**Question.** The table gives the density of states of germanium in the metallic β-tin structure. The cell is tetragonal, with edges $a=b$ = 5.149 Å and $c$ = 2.795 Å. It holds 16 valence electrons and four atoms, at (0, 0, ½), (0, ½, ¾), (½, ½, 0) and (½, 0, ¼) in fractions of the edges.

GPAW 26.7.0 calculation for β-tin germanium (four-atom cell) with PBEsol, PAW data sets, a 600 eV plane-wave cutoff, a 5×5×9 k-mesh and Gaussian smearing of 0.05 eV, without spin polarisation or spin–orbit coupling. The density of states, from a 7×7×13 k-mesh with a width of 0.1 eV, is per cell, counts both spins and is averaged over equal energy bins.

```
energy from the Fermi level (eV)  density of states (states/eV)
                          -9.833                          0.790
                          -9.167                          1.150
                          -8.500                          1.630
                          -7.833                          1.840
                          -7.167                          0.720
                          -6.500                          0.710
                          -5.833                          1.010
                          -5.167                          0.800
                          -4.500                          1.460
                          -3.833                          1.600
                          -3.167                          1.940
                          -2.500                          1.960
                          -1.833                          1.960
                          -1.167                          2.740
                          -0.500                          1.910
                           0.167                          1.210
                           0.833                          1.830
                           1.500                          1.850
                           2.167                          1.710
                           2.833                          1.680
                           3.500                          2.120
                           4.167                          2.000
                           4.833                          2.610
                           5.500                          2.540
```

(a) Estimate the width of the occupied band and the general course of the density of states without using the table. (b) Explain why the density of states collapses between the rows at -7.833 and -7.167 eV, and again between -1.167 and 0.167 eV. (c) Why does neither collapse end in a gap?

**Model answer**

(a) Treat the valence electrons as free. Their number per volume, $n=16/(a^2c)$ with the edges given in the question, fixes the largest occupied wave number, $k_F=(3\pi^2 n)^{1/3}$, and so the occupied width $W=\hbar^2k_F^2/2m$, which comes to 13.1 eV. The density of states then grows as the square root of the energy above the band bottom, because a larger sphere of wave vectors has more states in each shell. The calculation itself has an occupied width of 13.2 eV. The overall width is thus close to that of free electrons, although single rows depart strongly from the smooth curve. These departures remain to be explained.

(b) The departures come from Bragg reflection. A wave whose vector ends on the plane halfway to a reciprocal lattice vector $G$ is mixed with its reflected partner, and two standing waves result. One gathers its charge where the effective potential is low and sinks in energy; the other rises. States thus pile up below the energy of the plane and are thinned out above it.

Only planes from which the four atoms scatter together matter. For {110} the waves from two atoms cancel those from the other two. For {200} and {220} all four add in phase, and for {101} and {211} they add in part.

The centre of a plane is met at the kinetic energy $\hbar^2(G/2)^2/2m$. For {200}, $G/2$ is $2\pi/a$, where $a$ = 5.149 Å is the long cell edge, hence 1.22 Å⁻¹. With $\hbar^2/2m$ = 3.81 eV Å² the energy is $3.81\times1.22^2=5.67$ eV above the band bottom. Counted from the Fermi level this is $5.67-13.12=-7.45$ eV, right between the rows at -7.833 and -7.167 eV.

For any plane $\{hkl\}$ the same step uses $(G/2)^2=\pi^2[(h^2+k^2)/a^2+l^2/c^2]$, where $c$ = 2.795 Å is the short edge. The {101} planes then follow at -6.9 eV, so two families act on nearly the same energies. The density of states falls from 1.84 to 0.72 states/eV and stays low for four rows, at 0.61 of the free-electron value on average. The trough extends upwards because the upper standing wave starts well above the energy of the plane. In addition, a wave that meets a plane away from its centre also carries momentum along the plane, and so meets it at a higher energy.

The second collapse appears to repeat the pattern, though the evidence is less direct. The {220} and {211} planes have their centres at -1.8 and -1.2 eV. The largest value below the Fermi level, 2.74 states/eV at -1.167 eV, lies next to them, and the dip to 1.21 states/eV follows above. The levels of the run support this at the centre of the {220} planes: three of the four levels there lie more than 2 eV below the Fermi level and the fourth more than 3 eV above it. The {200} planes pass through the same point, so this wide splitting is not the work of {220} alone. For {211} the assignment rests on the position only. The rows also fit less well than at the first collapse: the one at -0.500 eV lies above both centres but still slightly exceeds the free-electron value, and the dip is one row wide instead of four.

(c) A gap would require every direction to be without states at one common energy. The planes lie at different distances from the origin, and each is met over a range of energies, so states in one direction fill the range emptied in another. Sixteen electrons could just fill eight bands, but the eighth band rises at least 3.0 eV above the bottom of the ninth. Both are therefore partly filled, and the crystal is a metal.

**Remarks on the reasoning**

The free-electron curve and the plane energies contain no fitted constant; the printed output compares the curve with every row. Both depend on the cell edges, which were taken as given and not relaxed in this run, so the energies hold for this cell and would shift somewhat in a relaxed one. The levels of the same calculation give a more direct test of the first collapse. At the centre of the {200} planes they split by 3.0 eV around -7.3 eV, close to the estimated position. The simple model gives where the splitting occurs, but not how large it is. Since the split levels lie near -8.8 and -5.9 eV, the model does not fix the step to a single bin, and its exact fall between two rows is partly luck.

A common mistake is to read the row at 0.167 eV as the density of states at the Fermi level. It is a mean over a bin that lies mostly above that level; at the Fermi level itself the calculation gives 1.66 states/eV. The bins are also only moderately accurate. They hold 15.1 electrons up to the Fermi level, and the free-electron estimate adds 1.7 below the window, about 5% too many in all. An error in the total does not bound the error of a single bin, so small ripples deserve no explanation; the two collapses are far larger than such ripples.

One may be tempted to call the states below the trough s bands and those above it p bands. That is a guess here, but it need not conflict with Bragg reflection: of the two standing waves at a {200} plane, one peaks at the atoms, as s states do, and the other has its nodes there, as p states do.

The reasoning carries over to a uniformly compressed crystal: band width and plane energies grow in the same proportion, so the troughs should keep their places relative to the filling. For devices the structure decides. Germanium in the diamond structure is a semiconductor and can form a transistor channel, whereas the β-tin form, which has no gap and the carrier density of a metal, is unsuited to an ordinary channel that a gate must switch off.

Numerical output:

```
Density of states against free electrons:
     row  computed  free electrons  computed/free
  -9.833      0.79          0.9157         0.8627
  -9.167      1.15           1.004          1.145
    -8.5      1.63           1.085          1.502
  -7.833      1.84           1.161          1.585
  -7.167      0.72           1.232         0.5844
    -6.5      0.71           1.299         0.5465
  -5.833      1.01           1.363          0.741
  -5.167       0.8           1.424         0.5618
    -4.5      1.46           1.482         0.9849
  -3.833       1.6           1.539           1.04
  -3.167      1.94           1.593          1.218
    -2.5      1.96           1.645          1.191
  -1.833      1.96           1.696          1.156
  -1.167      2.74           1.746           1.57
    -0.5      1.91           1.794          1.065
   0.167      1.21            1.84         0.6575
   0.833      1.83           1.886         0.9704
     1.5      1.85            1.93         0.9584
   2.167      1.71           1.974         0.8663
   2.833      1.68           2.016         0.8331
     3.5      2.12           2.058           1.03
   4.167         2           2.099         0.9528
   4.833      2.61           2.139           1.22
     5.5      2.54           2.178          1.166
Free-electron width of the occupied band, eV: 13.12
Occupied width in the run, zone centre to Fermi level, eV: 13.24
Free-electron density of states at the Fermi level, states/eV: 1.829
Centre of the 200 planes from the Fermi level, eV: -7.451
Centre of the 101 planes from the Fermi level, eV: -6.892
Centre of the 220 planes from the Fermi level, eV: -1.777
Centre of the 211 planes from the Fermi level, eV: -1.219
Level splitting at the centre of the 200 planes in the run, eV: 2.98
Middle of that splitting from the Fermi level, eV: -7.348
Mean ratio to free electrons in the four trough rows: 0.6084
Dip row near the Fermi level over the highest occupied row: 0.4416
Electrons counted in the window up to the Fermi level: 15.09
Free-electron estimate of electrons below the window: 1.712
Overlap of bands 8 and 9 on the listed k-points, eV: 3.013
```
